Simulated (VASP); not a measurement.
Input of a VASP 6.6.1 run:

INCAR

```
PREC     = Accurate       # precision mode
ENCUT    = 520            # plane-wave cutoff, eV
EDIFF    = 1E-7           # SCF threshold, eV
ISMEAR   = 0              # smearing method
SIGMA    = 0.02           # smearing width, eV
LREAL    = False          # projectors in reciprocal space
LASPH    = True           # aspherical terms in the spheres
NELM     = 100            # most SCF steps
ALGO     = Normal         # electronic algorithm
ISIF     = 3              # what is computed and relaxed
LWAVE    = False          # write WAVECAR
LCHARG   = False          # write CHGCAR
GGA      = PS             # functional
IVDW     = 12             # dispersion correction
IBRION   = 2              # ionic algorithm
NSW      = 80             # ionic steps
EDIFFG   = -0.002         # ionic threshold
```

Contents of KPOINTS:

```
regular mesh
0
Gamma
  3 3 3
```

The input POSCAR:

```
WS2                                     
1.0
    1.5674268354      0.9049543102      5.9785509985
   -1.5674268354      0.9049543102      5.9785509985
    0.0000000000     -1.8099086107      5.9785509986
  W               S             
     1     2
Direct
     0.0006515663212716    0.0006515663212716    0.0006515663213808
     0.2473270784420412    0.2473270784420412    0.2473270784420581
     0.4207213552366811    0.4207213552366811    0.4207213552365551
```

Potentials or basis: VASP PAW PBE potentials, release 64 (W_sv, S).

Launch:

```sh
$ cat potpaw_PBE.64/W_sv/POTCAR potpaw_PBE.64/S/POTCAR > POTCAR
$ mpirun -np 4 vasp_std > vasp.out
```

Estimate the band gap on the k mesh.

1.33 eV, indirect (least direct gap 1.93 eV).

Estimate the dispersion energy per atom.

-0.404 eV.

Final structure:
```cif
data_structure
_symmetry_space_group_name_H-M 'P 1'
_symmetry_Int_Tables_number 1
_cell_length_a 6.2465
_cell_length_b 6.2465
_cell_length_c 6.2465
_cell_angle_alpha 29.065
_cell_angle_beta 29.065
_cell_angle_gamma 29.065
_cell_volume 50.88
loop_
_atom_site_label
_atom_site_type_symbol
_atom_site_fract_x
_atom_site_fract_y
_atom_site_fract_z
_atom_site_occupancy
W1 W 0.00065 0.00065 0.00065 1
S1 S 0.24733 0.24733 0.24733 1
S2 S 0.42072 0.42072 0.42072 1
```

Caveat: the k mesh is coarse (spacing up to 0.78 Å⁻¹), so the values aren't converged; the relaxation stopped at its first step, so nothing moved; spin-orbit coupling is left out, which moves the levels of the heavy elements; an odd mesh through Γ misses points on the zone boundary, where band edges often lie. Expect the measured gap to be larger: semilocal functionals such as PBEsol lack the derivative discontinuity.
